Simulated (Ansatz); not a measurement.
# Si3Ge (ordered alloy on diamond lattice): from bands to localised orbitals, part 2 of 2

Aim: build maximally localised Wannier functions for Si3Ge (ordered alloy on diamond lattice) from several sets of trial orbitals, and check spreads and centres, and how well the models interpolate the bands. The runs, in order: PBE, anion s p, 4×4×4; PBE, anion s p, 4×4×2; PBE, anion s p, 6×6×4; PBE, anion p, 4×4×4; PBE, all s p, disentangled, 4×4×4; r2SCAN, anion s p, 4×4×4; r2SCAN, all s p, disentangled, 4×4×4; HSE06, anion s p, 4×4×4; HSE06, all s p, disentangled, 4×4×4 (level, trial orbitals, Wannier mesh).

Ansatz 0.2.0; plane waves, PAW. The steps go on from the part before.

**6. PBE, all s p, disentangled, 4×4×4**

Input file input.yaml:

```yaml
crystal:
  lattice:
    - [3.8880966177, 0.0, 0.0]
    - [0.0, 3.8880966177, 0.0]
    - [0.0, 0.0, 5.4836775972]
  atoms:
    - { symbol: Si, position: [0.5, 0.0, 0.754877492] }
    - { symbol: Si, position: [0.5, 0.5, 0.0] }
    - { symbol: Si, position: [0.0, 0.5, 0.245122508] }
    - { symbol: Ge, position: [0.0, 0.0, 0.5] }
kpoints:
  mp_grid: { grid: [6, 6, 4] }
  band_path:
    path:
      - [[0.0, 0.0, 0.0], [2.795612898624e-51, 0.5, -9.906936809587e-68], [0.5, 0.5, 1.49501448595e-33], [0.0, 0.0, 0.0], [-3.150479887507e-50, -5.012272481925e-84, 0.5], [2.294431668752e-50, 0.5, 0.5], [0.5, 0.5, 0.5], [-3.150479887507e-50, -5.012272481925e-84, 0.5]]
      - [[2.795612898624e-51, 0.5, -9.906936809587e-68], [2.294431668752e-50, 0.5, 0.5]]
      - [[0.5, 0.5, 1.49501448595e-33], [0.5, 0.5, 0.5]]
    npoints: 10
hamiltonian:
  xc: pbe
scf:
  occupations: { method: fixed }
  n_extra_bands: 16
output:
  forces: false
  stress: false
  eigenvalues: true
  wannier:
    kmesh: [4, 4, 4]
    projections:
      - { species: Ge, l: s, shell: 4 }
      - { species: Ge, l: p, shell: 4 }
      - { species: Si, l: s, shell: 3 }
      - { species: Si, l: p, shell: 3 }
    minimise: true
    write_hr: true
    conv_tol: 1.0e-08
    max_iter: 3000
    disentanglement: { window: [-19.15, 23.23], frozen_window: [-1.15, 8.73] }
  write_density: true
  write_potential: true
  elf: true
  volumetric_format: npy
```

The run is started by

```console
ansatz run input.yaml --threads 4 --pin off --max-ram 3686MiB --backend cpu --events-out ev --progress --plain --runs-dir out
```

The log of the run, cut to the lines that bear on the results:

```text
Warning: RAYON_NUM_THREADS=4 ignored (pool sized by the plan → 4); use --threads N
scf.n_extra_bands = 16 over 13 filled bands (N_el = 26.0): the run solves 29 bands
[...]
Pseudopotentials: kind: paw
Pseudopotential: Si, paw, valence charge 4, recommended cutoff 420 eV (normal), Si.paw.azcp
Pseudopotential: Ge, paw, valence charge 14, recommended cutoff 420 eV (normal), Ge.paw.azcp
Functional definition: PBE
[...]
Crystal: 4 atoms, lattice volume = 82.898 Å³
Basis set: ecut = 420 eV, 1659 PW (Γ)
Bands: 29, of which v1, the nominal top of the filled ones, is band 13 counted from 1 (12 counted from 0)
[...]
SCF converged after 6 iterations
Free energy (F): -6202.327012 eV
[...]
E sigma→0 (E₀):  -6202.327012 eV
Fermi energy:    6.845483 eV
[...]
--- Band table (eV; the first three rows and the last of 30) ---
[...]
Wannier search: line search 1 of at most 3000: gauge-dependent spread (as the search counts it) 11.6466752 Å², largest recent change 3.4e0 Å² and fall left 7.8e-3 Å² against conv_tol 1.0e-8 Å², 0 stops escaped
WARN: <dir> by an estimate from the overlaps, the levels of the selected subspace lie 0.034 eV from the frozen bands on average, midway between mesh points. Up to 0.02 eV counts as a good interpolation. More projections, another frozen window or a finer output.wannier.kmesh can bring them closer
```

Wall time 9.1 s (4 threads of Arm Neoverse V1, shared host); peak memory 0.41 GiB.

wannier.win, as written (k points left out):

```
! ansatz wannier90 interface
! projections by site (counted from 0) and shell: 3 4S, 3 4P, 0 3S, 1 3S, 2 3S, 0 3P, 1 3P, 2 3P
! states of the run's bands (counted from 1): 6-34
num_bands = 29
num_wann  = 16
num_iter  = 2000
conv_tol = 1e-8
conv_window = 5
dis_win_min = -19.15
dis_win_max = 23.23
dis_froz_min = -1.15
dis_froz_max = 8.73
dis_num_iter = 10000
guiding_centres = true
write_hr = true

begin unit_cell_cart
Ang
  3.8880966177  0.0  0.0
  0.0  3.8880966177  0.0
  0.0  0.0  5.4836775972
end unit_cell_cart

begin atoms_frac
Si  0.5  0.0  0.754877492
Si  0.5  0.5  0.0
Si  0.0  0.5  0.245122508
Ge  0.0  0.0  0.5
end atoms_frac

mp_grid = 4 4 4
```

The windows are typed on the program's own energy scale, on which the last band filled by count tops at 6.85 eV.

The head of wannier.spreads.toml:

```toml
omega_i_ang2 = 22.865265611510324
omega_d_ang2 = 0.069259768249339
omega_od_ang2 = 3.4450923675555734
omega_total_ang2 = 26.379617747315237
least_projectability = 0.6487746638209415
b_vectors_match_mmn = true
n_iter = 32
converged = true
rejected_fitted_steps = 0
dis_converged = true
dis_n_iter = 270
dis_n_moved = 0
dis_level_miss = 0.03370745446553007
```

The functions (centres in Å, on-site energies from the top of the filled bands):

```tsv
n	x	y	z	spread (Å²)	on-site (eV)	nearest atoms	distance (Å)
1	0.000	0.568	3.149	1.743	-0.694	Ge4	0.70
2	-0.568	0.000	2.335	1.743	-0.694	Ge4	0.70
3	0.568	0.000	2.335	1.743	-0.694	Ge4	0.70
4	0.000	-0.568	3.149	1.743	-0.694	Ge4	0.70
5	1.300	0.000	4.638	1.591	0.173	Si1	0.81
6	1.300	1.944	-0.452	1.656	-0.055	Si2	0.79
7	0.000	1.300	0.846	1.591	0.173	Si3	0.81
8	1.944	-0.655	3.710	1.605	-0.009	Si1	0.78
9	2.588	0.000	4.638	1.591	0.173	Si1	0.81
10	1.944	0.655	3.710	1.605	-0.009	Si1	0.78
11	1.944	2.588	0.452	1.656	-0.055	Si2	0.79
12	2.588	1.944	-0.452	1.656	-0.055	Si2	0.79
13	1.944	1.300	0.452	1.656	-0.055	Si2	0.79
14	0.655	1.944	1.774	1.605	-0.009	Si3	0.78
15	-0.655	1.944	1.774	1.605	-0.009	Si3	0.78
16	0.000	2.588	0.846	1.591	0.173	Si3	0.81
```

The largest hoppings ⟨m, 0|H|n, R⟩, one of each Hermitian pair (moduli):

```tsv
m	n	R	distance (Å)	|t| (eV)
2	3	0 0 0	1.14	2.252
1	4	0 0 0	1.14	2.252
2	4	0 0 0	1.14	2.122
3	4	0 0 0	1.14	2.122
1	2	0 0 0	1.14	2.122
1	3	0 0 0	1.14	2.122
5	9	0 0 0	1.29	2.118
7	16	0 0 0	1.29	2.118
11	13	0 0 0	1.29	1.882
6	12	0 0 0	1.29	1.882
5	8	0 0 0	1.31	1.852
14	16	0 0 0	1.31	1.852
7	14	0 0 0	1.31	1.852
5	10	0 0 0	1.31	1.852
```

Interpolated bands at the corners of the path, eV from the top of the filled bands (the lowest 8 left out):

```tsv
point	e9	e10	e11	e12	e13	e14	e15	e16
Γ	0.63	0.81	2.53	2.55	2.55	2.63	9.83	9.83
X	2.26	2.72	4.65	4.82	5.77	6.43	6.46	7.12
M	0.38	0.82	0.82	0.96	9.68	9.91	9.91	10.00
Γ	0.63	0.81	2.53	2.55	2.55	2.63	9.83	9.83
Z	0.91	1.23	3.66	3.81	5.66	5.66	6.22	6.22
R	0.97	1.41	4.02	4.23	4.24	4.48	8.82	9.29
A	4.80	4.97	5.16	5.28	5.28	6.23	6.38	6.38
Z	0.91	1.23	3.66	3.81	5.66	5.66	6.22	6.22
X	2.26	2.72	4.65	4.82	5.77	6.43	6.46	7.12
R	0.97	1.41	4.02	4.23	4.24	4.48	8.82	9.29
M	0.38	0.82	0.82	0.96	9.68	9.91	9.91	10.00
A	4.80	4.97	5.16	5.28	5.28	6.23	6.38	6.38
```

Along the path each interpolated band stays within 0.07, 0.04, 0.04, 0.13, 0.15, 0.16, 0.18, 0.15, 0.28, 0.59, 0.67, 0.82 and so on, 1.90 at most for the rest, eV of the nearest computed level, from the lowest band up; bands outside the frozen window needn't match, and between the mesh's points a coarse mesh lets the others stray too.

Misses of an eV or more mean that the model does not follow those bands.

**7. r2SCAN, anion s p, 4×4×4**

Changes to input.yaml since step 6:

```diff
@@ -19,6 +19,6 @@
 hamiltonian:
-  xc: pbe
+  xc: r2scan
 scf:
   occupations: { method: fixed }
-  n_extra_bands: 16
+  n_extra_bands: 6
 output:
@@ -29,7 +29,3 @@
     kmesh: [4, 4, 4]
-    projections:
-      - { species: Ge, l: s, shell: 4 }
-      - { species: Ge, l: p, shell: 4 }
-      - { species: Si, l: s, shell: 3 }
-      - { species: Si, l: p, shell: 3 }
+    projections: [{ species: Ge, l: s, shell: 4 }, { species: Ge, l: p, shell: 4 }]
     minimise: true
@@ -38,6 +34 @@
     max_iter: 3000
-    disentanglement: { window: [-19.15, 23.23], frozen_window: [-1.15, 8.73] }
-  write_density: true
-  write_potential: true
-  elf: true
-  volumetric_format: npy
```

The run is started by

```console
ansatz run input.yaml --threads 4 --pin off --max-ram 3686MiB --backend cpu --events-out ev --progress --plain --runs-dir out
```

The log of the run, cut to the lines that bear on the results:

```text
Warning: RAYON_NUM_THREADS=4 ignored (pool sized by the plan → 4); use --threads N
scf.n_extra_bands = 6 over 13 filled bands (N_el = 26.0): the run solves 19 bands
[...]
[... 1 set-up line as earlier in the session ...]
Pseudopotential: Si, paw, valence charge 4, recommended cutoff 500 eV (meta_gga), Si.paw.azcp
Pseudopotential: Ge, paw, valence charge 14, recommended cutoff 500 eV (meta_gga), Ge.paw.azcp
Functional definition: r2SCAN
[...]
Crystal: 4 atoms, lattice volume = 82.898 Å³
[...]
E sigma→0 (E₀):  -6220.058937 eV
Fermi energy:    6.737473 eV
[...]
--- Band table (eV; the first three rows and the last of 30) ---
  k-point 0: bands = ["-18.0606", "-18.0505", "-18.0505", "-18.0257", "-18.0191", "-5.9970", "-1.8846", "-1.4631", "3.6438", "3.6438", "6.7118", "6.7375", "6.7375", "7.5786", "7.7509", "9.4631", "9.4631", "9.5157", "9.7635"]
[...]
Wannier search: line search 1 of at most 3000: gauge-dependent spread (as the search counts it) 4.1434947 Å², largest recent change 2.7e-1 Å² and fall left 4.4e-3 Å² against conv_tol 1.0e-8 Å², 0 stops escaped
```

Wall time 7.2 s (4 threads of Arm Neoverse V1, shared host); peak memory 0.47 GiB.

wannier.win names the bands that the functions span: combinations of 6-13 (counted from 1; 13 are filled). Combinations are drawn from entangled bands, so such a model needn't follow any one band.

The head of wannier.spreads.toml:

```toml
omega_i_ang2 = 12.041448812391423
omega_d_ang2 = 0.045882280341254446
omega_od_ang2 = 0.9434608980279799
omega_total_ang2 = 13.030791990760656
least_projectability = 0.6068254472160752
b_vectors_match_mmn = true
n_iter = 23
converged = true
rejected_fitted_steps = 1
```

The functions (centres in Å, on-site energies from the top of the filled bands):

```tsv
n	x	y	z	spread (Å²)	on-site (eV)	nearest atoms	distance (Å)
1	0.000	-0.844	2.118	3.258	-6.627	Ge4	1.05
2	-0.844	0.000	3.366	3.258	-6.627	Ge4	1.05
3	0.844	0.000	3.366	3.258	-6.627	Ge4	1.05
4	0.000	0.844	2.118	3.258	-6.627	Ge4	1.05
```

Along the path each interpolated band stays within 0.84, 2.55, 2.11, 0.69 eV of the nearest computed level, from the lowest band up.

Misses of an eV or more mean that the model does not follow those bands.

**8. r2SCAN, all s p, disentangled, 4×4×4**

Changes to input.yaml since step 7:

```diff
@@ -22,3 +22,3 @@
   occupations: { method: fixed }
-  n_extra_bands: 6
+  n_extra_bands: 16
 output:
@@ -29,3 +29,7 @@
     kmesh: [4, 4, 4]
-    projections: [{ species: Ge, l: s, shell: 4 }, { species: Ge, l: p, shell: 4 }]
+    projections:
+      - { species: Ge, l: s, shell: 4 }
+      - { species: Ge, l: p, shell: 4 }
+      - { species: Si, l: s, shell: 3 }
+      - { species: Si, l: p, shell: 3 }
     minimise: true
@@ -34 +38,2 @@
     max_iter: 3000
+    disentanglement: { window: [-19.26, 23.31], frozen_window: [-1.26, 8.81] }
```

The run is started by

```console
ansatz run input.yaml --threads 4 --pin off --max-ram 3686MiB --backend cpu --events-out ev --progress --plain --runs-dir out
```

The log of the run, cut to the lines that bear on the results:

```text
Warning: RAYON_NUM_THREADS=4 ignored (pool sized by the plan → 4); use --threads N
scf.n_extra_bands = 16 over 13 filled bands (N_el = 26.0): the run solves 29 bands
[...]
[... 4 set-up lines as earlier in the session ...]
[...]
Crystal: 4 atoms, lattice volume = 82.898 Å³
Basis set: ecut = 500 eV, 2099 PW (Γ), exchange–correlation on 120×120×160 points (64 copies of the dense FFT grid, shifted against one another)
[...]
SCF converged after 7 iterations
Free energy (F): -6220.058937 eV
[...]
E sigma→0 (E₀):  -6220.058937 eV
Fermi energy:    6.737473 eV
[...]
--- Band table (eV; the first three rows and the last of 30) ---
[...]
Wannier search: line search 1 of at most 3000: gauge-dependent spread (as the search counts it) 11.7886589 Å², largest recent change 3.4e0 Å² and fall left 7.9e-3 Å² against conv_tol 1.0e-8 Å², 0 stops escaped
WARN: <dir> by an estimate from the overlaps, the levels of the selected subspace lie 0.035 eV from the frozen bands on average, midway between mesh points. Up to 0.02 eV counts as a good interpolation. More projections, another frozen window or a finer output.wannier.kmesh can bring them closer
```

It took 16 s on 4 threads of Arm Neoverse V1, shared host; peak memory 0.51 GiB.

The windows are typed on the program's own energy scale, on which the last band filled by count tops at 6.74 eV.

The head of wannier.spreads.toml:

```toml
omega_i_ang2 = 23.178014387325106
omega_d_ang2 = 0.06923612099132531
omega_od_ang2 = 3.5216238700476645
omega_total_ang2 = 26.768874378364096
least_projectability = 0.6315853714192928
b_vectors_match_mmn = true
n_iter = 33
converged = true
rejected_fitted_steps = 0
dis_converged = true
dis_n_iter = 263
dis_n_moved = 0
dis_level_miss = 0.035354863099820485
```

The functions (centres in Å, on-site energies from the top of the filled bands):

```tsv
n	x	y	z	spread (Å²)	on-site (eV)	nearest atoms	distance (Å)
1	0.000	0.572	3.153	1.758	-0.653	Ge4	0.70
2	-0.572	0.000	2.331	1.758	-0.653	Ge4	0.70
3	0.572	0.000	2.331	1.758	-0.653	Ge4	0.70
4	0.000	-0.572	3.153	1.758	-0.653	Ge4	0.70
5	1.302	0.000	4.636	1.622	0.254	Si1	0.81
6	1.290	1.944	-0.464	1.674	0.097	Si2	0.80
7	0.000	1.302	0.847	1.622	0.254	Si3	0.81
8	1.944	-0.652	3.714	1.638	0.058	Si1	0.78
9	2.586	0.000	4.636	1.622	0.254	Si1	0.81
10	1.944	0.652	3.714	1.638	0.058	Si1	0.78
11	1.944	2.598	0.464	1.674	0.097	Si2	0.80
12	2.598	1.944	-0.464	1.674	0.097	Si2	0.80
13	1.944	1.290	0.464	1.674	0.097	Si2	0.80
14	0.652	1.944	1.770	1.638	0.058	Si3	0.78
15	-0.652	1.944	1.770	1.638	0.058	Si3	0.78
16	0.000	2.586	0.847	1.622	0.254	Si3	0.81
```

Along the path each interpolated band stays within 0.05, 0.04, 0.04, 0.12, 0.15, 0.19, 0.18, 0.15, 0.22, 0.67, 0.69, 0.82 and so on, 1.99 at most for the rest, eV of the nearest computed level, from the lowest band up; bands outside the frozen window needn't match, and between the mesh's points a coarse mesh lets the others stray too.

Misses of an eV or more mean that the model does not follow those bands.

**9. HSE06, anion s p, 4×4×4**

Input file input.yaml:

```yaml
crystal:
  lattice:
    - [3.8880966177, 0.0, 0.0]
    - [0.0, 3.8880966177, 0.0]
    - [0.0, 0.0, 5.4836775972]
  atoms:
    - { symbol: Si, position: [0.5, 0.0, 0.754877492] }
    - { symbol: Si, position: [0.5, 0.5, 0.0] }
    - { symbol: Si, position: [0.0, 0.5, 0.245122508] }
    - { symbol: Ge, position: [0.0, 0.0, 0.5] }
kpoints:
  mp_grid: { grid: [4, 4, 4] }
  band_path:
    path:
      - [0.0, 0.0, 0.0]
      - [0.0, 0.5, 0.0]
      - [0.5, 0.5, 0.0]
      - [0.0, 0.0, 0.5]
      - [0.0, 0.5, 0.5]
      - [0.5, 0.5, 0.5]
    npoints: 1
hamiltonian:
  xc: hse06
scf:
  occupations: { method: fixed }
  n_extra_bands: 6
output:
  forces: false
  stress: false
  eigenvalues: true
  wannier:
    kmesh: [4, 4, 4]
    projections: [{ species: Ge, l: s, shell: 4 }, { species: Ge, l: p, shell: 4 }]
    minimise: true
    write_hr: true
    conv_tol: 1.0e-08
    max_iter: 3000
```

The run is started by

```console
ansatz run input.yaml --threads 4 --pin off --max-ram 3686MiB --backend cpu --events-out ev --progress --plain --runs-dir out
```

The log of the run, cut to the lines that bear on the results:

```text
Warning: RAYON_NUM_THREADS=4 ignored (pool sized by the plan → 4); use --threads N
scf.n_extra_bands = 6 over 13 filled bands (N_el = 26.0): the run solves 19 bands
[...]
[... 3 set-up lines as earlier in the session ...]
Functional definition: HSE06
[...]
E sigma→0 (E₀):  -6204.570428 eV
Fermi energy:    6.507684 eV
[...]
--- Band table (eV; the first three rows and the last of 18) ---
  k-point 0: bands = ["-20.7621", "-20.7584", "-20.7584", "-20.7363", "-20.7248", "-6.9613", "-2.5905", "-2.1904", "3.2794", "3.2794", "6.5046", "6.5046", "6.5077", "7.7295", "7.8846", "9.7836", "9.7836", "9.8523", "9.9190"]
[...]
Wannier search: line search 1 of at most 3000: gauge-dependent spread (as the search counts it) 4.1731604 Å², largest recent change 2.7e-1 Å² and fall left 4.3e-3 Å² against conv_tol 1.0e-8 Å², 0 stops escaped
```

It took 92 s on 4 threads of Arm Neoverse V1, shared host; peak memory 1.4 GiB.

wannier.win names the bands that the functions span: combinations of 6-13 (counted from 1; 13 are filled). Combinations are drawn from entangled bands, so such a model needn't follow any one band.

The head of wannier.spreads.toml:

```toml
omega_i_ang2 = 11.93746618118584
omega_d_ang2 = 0.0471138877705363
omega_od_ang2 = 0.9264197982724611
omega_total_ang2 = 12.910999867228838
least_projectability = 0.6058844868651666
b_vectors_match_mmn = true
n_iter = 23
converged = true
rejected_fitted_steps = 1
```

The functions (centres in Å, on-site energies from the top of the filled bands):

```tsv
n	x	y	z	spread (Å²)	on-site (eV)	nearest atoms	distance (Å)
1	0.000	-0.849	2.115	3.228	-6.969	Ge4	1.06
2	-0.849	0.000	3.369	3.228	-6.969	Ge4	1.06
3	0.849	0.000	3.369	3.228	-6.969	Ge4	1.06
4	0.000	0.849	2.115	3.228	-6.969	Ge4	1.06
```

**10. HSE06, all s p, disentangled, 4×4×4**

Changes to input.yaml since step 9:

```diff
@@ -25,3 +25,3 @@
   occupations: { method: fixed }
-  n_extra_bands: 6
+  n_extra_bands: 16
 output:
@@ -32,3 +32,7 @@
     kmesh: [4, 4, 4]
-    projections: [{ species: Ge, l: s, shell: 4 }, { species: Ge, l: p, shell: 4 }]
+    projections:
+      - { species: Ge, l: s, shell: 4 }
+      - { species: Ge, l: p, shell: 4 }
+      - { species: Si, l: s, shell: 3 }
+      - { species: Si, l: p, shell: 3 }
     minimise: true
@@ -37 +41,2 @@
     max_iter: 3000
+    disentanglement: { window: [-19.49, 23.46], frozen_window: [-1.49, 8.96] }
```

The run is started by

```console
ansatz run input.yaml --threads 4 --pin off --max-ram 3686MiB --backend cpu --events-out ev --progress --plain --runs-dir out
```

The log of the run, cut to the lines that bear on the results:

```text
Warning: RAYON_NUM_THREADS=4 ignored (pool sized by the plan → 4); use --threads N
scf.n_extra_bands = 16 over 13 filled bands (N_el = 26.0): the run solves 29 bands
[...]
[... 4 set-up lines as earlier in the session ...]
[...]
davidson cushion auto → on  (no smearing: the cushion is to keep the highest requested band from converging to the state above it; pin scf.eigensolver.cushion to override)
[...]
Free energy (F): -6204.570428 eV
Frozen-core exchange: fock
[...]
E sigma→0 (E₀):  -6204.570428 eV
Fermi energy:    6.507676 eV
[...]
--- Band table (eV; the first three rows and the last of 18) ---
[...]
Wannier search: line search 1 of at most 3000: gauge-dependent spread (as the search counts it) 11.9369791 Å², largest recent change 3.4e0 Å² and fall left 8.3e-3 Å² against conv_tol 1.0e-8 Å², 0 stops escaped
WARN: <dir> by an estimate from the overlaps, the levels of the selected subspace lie 0.038 eV from the frozen bands on average, midway between mesh points. Up to 0.02 eV counts as a good interpolation. More projections, another frozen window or a finer output.wannier.kmesh can bring them closer
```

Run time: 2.7 min. Hardware: 4 threads of Arm Neoverse V1, shared host; peak memory 1.5 GiB.

The windows are typed on the program's own energy scale, on which the last band filled by count tops at 6.51 eV.

The head of wannier.spreads.toml:

```toml
omega_i_ang2 = 23.55860246489999
omega_d_ang2 = 0.0708276127665869
omega_od_ang2 = 3.63047805544515
omega_total_ang2 = 27.25990813311173
least_projectability = 0.618271007027512
b_vectors_match_mmn = true
n_iter = 32
converged = true
rejected_fitted_steps = 1
dis_converged = true
dis_n_iter = 268
dis_n_moved = 0
dis_level_miss = 0.03794745684140389
```

The functions (centres in Å, on-site energies from the top of the filled bands):

```tsv
n	x	y	z	spread (Å²)	on-site (eV)	nearest atoms	distance (Å)
1	0.000	0.573	3.153	1.808	-0.568	Ge4	0.71
2	-0.573	0.000	2.331	1.808	-0.568	Ge4	0.71
3	0.573	0.000	2.331	1.808	-0.568	Ge4	0.71
4	0.000	-0.573	3.153	1.808	-0.568	Ge4	0.71
5	1.294	0.000	4.635	1.645	0.420	Si1	0.82
6	1.291	1.944	-0.460	1.703	0.186	Si2	0.80
7	0.000	1.294	0.849	1.645	0.420	Si3	0.82
8	1.944	-0.658	3.711	1.659	0.191	Si1	0.79
9	2.594	0.000	4.635	1.645	0.420	Si1	0.82
10	1.944	0.658	3.711	1.659	0.191	Si1	0.79
11	1.944	2.597	0.460	1.703	0.186	Si2	0.80
12	2.597	1.944	-0.460	1.703	0.186	Si2	0.80
13	1.944	1.291	0.460	1.703	0.186	Si2	0.80
14	0.658	1.944	1.773	1.659	0.191	Si3	0.79
15	-0.658	1.944	1.773	1.659	0.191	Si3	0.79
16	0.000	2.594	0.849	1.645	0.420	Si3	0.82
```

**11. Comparison**

```tsv
run	functions	total spread (Å²)	invariant part (Å²)	mean spread (Å²)	largest miss of a band (eV)	time
PBE, anion s p, 4×4×4	4	12.982	12.003	3.245	2.39	3.5 s
PBE, anion s p, 4×4×2	4	11.095	10.010	2.774	2.39	3.4 s
PBE, anion s p, 6×6×4	4	15.225	14.246	3.806	2.43	4 s
PBE, anion p, 4×4×4	3	16.177	15.309	5.392	2.07	3.5 s
PBE, all s p, disentangled, 4×4×4	16	26.380	22.865	1.649	1.90	9.1 s
r2SCAN, anion s p, 4×4×4	4	13.031	12.041	3.258	2.55	7.2 s
r2SCAN, all s p, disentangled, 4×4×4	16	26.769	23.178	1.673	1.99	16 s
HSE06, anion s p, 4×4×4	4	12.911	11.937	3.228	not checked	92 s
HSE06, all s p, disentangled, 4×4×4	16	27.260	23.559	1.704	not checked	2.7 min
```

**12. What came out**

The summary covers parts 1 to 2.

| quantity | value |
| --- | --- |
| total spread, PBE, anion s p, 4×4×4 | 12.98 Å² over 4 functions |
| total spread, PBE, anion s p, 4×4×2 | 11.09 Å² over 4 functions |
| total spread, PBE, anion s p, 6×6×4 | 15.22 Å² over 4 functions |
| total spread, PBE, anion p, 4×4×4 | 16.18 Å² over 3 functions |
| total spread, PBE, all s p, disentangled, 4×4×4 | 26.38 Å² over 16 functions |
| total spread, r2SCAN, anion s p, 4×4×4 | 13.03 Å² over 4 functions |
| total spread, r2SCAN, all s p, disentangled, 4×4×4 | 26.77 Å² over 16 functions |
| total spread, HSE06, anion s p, 4×4×4 | 12.91 Å² over 4 functions |
| total spread, HSE06, all s p, disentangled, 4×4×4 | 27.26 Å² over 16 functions |
| centres of the first set | 1.05 Å from the nearest atom |

In words: With PBE, anion s p, 4×4×4 the 4 functions move off the atoms, with a mean spread of 3.25 Å²; 92 % of the total is gauge invariant. The total spread goes from 11.09 Å² on 4×4×2 to 15.22 Å² on 6×6×4: finite differences in k understate it on coarse meshes, while the largest miss of a band goes from 2.39 to 2.43 eV. On one set and mesh the functional gives 12.98 (PBE), 13.03 (r2SCAN), 12.91 (HSE06) Å². The disentangled models miss some band by up to 2.0 eV, which may lie outside their frozen windows.
